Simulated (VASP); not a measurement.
The system is ZnS (Wurtzite-4H).

```
Zn S
1.0
     3.82270    0.00000    0.00000
    -1.91135    3.31056    0.00000
     0.00000    0.00000   12.52000
Zn S
4 4
Cartesian
  1.9114 1.1035 9.3900
  0.0000 2.2070 3.1300
  0.0000 0.0000 6.2600
  0.0000 0.0000 0.0000
  1.9114 1.1035 11.7375
  0.0000 2.2070 5.4775
  0.0000 0.0000 8.6075
  0.0000 0.0000 2.3475
```

| Property | Result |
| --- | --- |
| Program | VASP 6.6.1 |
| Task | relaxation of cell and atoms |
| Functional | PBEsol |
| Dispersion | D3(BJ) |
| Potentials or basis | VASP PAW PBE potentials, release 64 (Zn, S) |
| Cutoff | 600 eV |
| k mesh | 8 × 8 × 3 |
| Occupations | fermi-dirac, width 0.05 eV |
| Spin | no spin polarisation |

At the start: pressure -4.1 GPa; volume 19.81 Å³/atom.

Task: Where does the relaxation end?

Result: Over 7 steps the energy falls by 14.5 meV/atom and the volume is 18.74 Å³/atom (-5.4 %); space group P6_3mc (No. 186, to 0.05 Å).

Step by step:
| step | energy change (eV) | largest force (eV/Å) | pressure (GPa) | volume (Å³) |
| --- | --- | --- | --- | --- |
| 1 | 0.0000 | 0.0390 | -4.12 | 158.44 |
| 2 | -0.1009 | 0.0226 | 1.68 | 147.06 |
| 3 | -0.1155 | 0.0283 | 0.01 | 149.90 |
| 4 | -0.1155 | 0.0285 | -0.07 | 150.06 |
| 5 | -0.1155 | 0.0105 | -0.08 | 150.06 |
| 6 | -0.1155 | 0.0027 | -0.08 | 150.06 |
| 7 | -0.1156 | 0.0046 | 0.00 | 149.88 |

Final structure:
```cif
data_structure
_symmetry_space_group_name_H-M 'P 1'
_symmetry_Int_Tables_number 1
_cell_length_a 3.7529
_cell_length_b 3.7529
_cell_length_c 12.2880
_cell_angle_alpha 90.000
_cell_angle_beta 90.000
_cell_angle_gamma 120.000
_cell_volume 149.88
loop_
_atom_site_label
_atom_site_type_symbol
_atom_site_fract_x
_atom_site_fract_y
_atom_site_fract_z
_atom_site_occupancy
Zn1 Zn 0.66667 0.33333 0.75005 1
Zn2 Zn 0.33333 0.66667 0.25005 1
Zn3 Zn 0.00000 0.00000 0.50016 1
Zn4 Zn 0.00000 0.00000 0.00016 1
S1 S 0.66667 0.33333 0.93758 1
S2 S 0.33333 0.66667 0.43758 1
S3 S 0.00000 0.00000 0.68721 1
S4 S 0.00000 0.00000 0.18721 1
```

Caveat: the PAW data sets were made with another functional, which shifts forces and pressure a little.
